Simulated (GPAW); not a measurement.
The system is Ba.

```xyz
1
Lattice="0.0000 3.2327 3.2327 3.2327 0.0000 3.2327 3.2327 3.2327 0.0000" Properties=species:S:1:pos:R:3 pbc="T T T"
Ba    0.0000    0.0000    0.0000
```

This isn't the form of Ba at room conditions, which is bcc.

| Property | Result |
| --- | --- |
| Program | GPAW 26.7.0 |
| Task | single point |
| Functional | PBE |
| Potentials or basis | GPAW PAW data sets (gpaw-data 1.2.1) |
| Cutoff | 600 eV |
| Basis | pw |
| k mesh | 7 × 7 × 7 |
| Occupations | fermi-dirac, width 0.05 eV |
| Spin | no spin polarisation |

On this cell: pressure -0.3 GPa; band gap on the k mesh none (metal or under the smearing width).

The same run follows on a disturbed copy (cell strained at random at fixed volume):

```
Ba
1.0
     0.03420    3.27748    3.27155
     3.18311    0.03534    3.27040
     3.19681    3.29003    0.02165
Ba
1
Direct
  0.00542 0.99204 0.00059
```

**Question.** What changes?

**Answer.** The energy (extrapolated to zero smearing) moves by +0.7 meV/atom; pressure -0.3 GPa; band gap on the k mesh none (metal or under the smearing width).

Stress tensor (GPa, compression positive):
```
-0.29 -0.15 -0.07
-0.15 -0.33 -0.06
-0.07 -0.06 -0.32
```
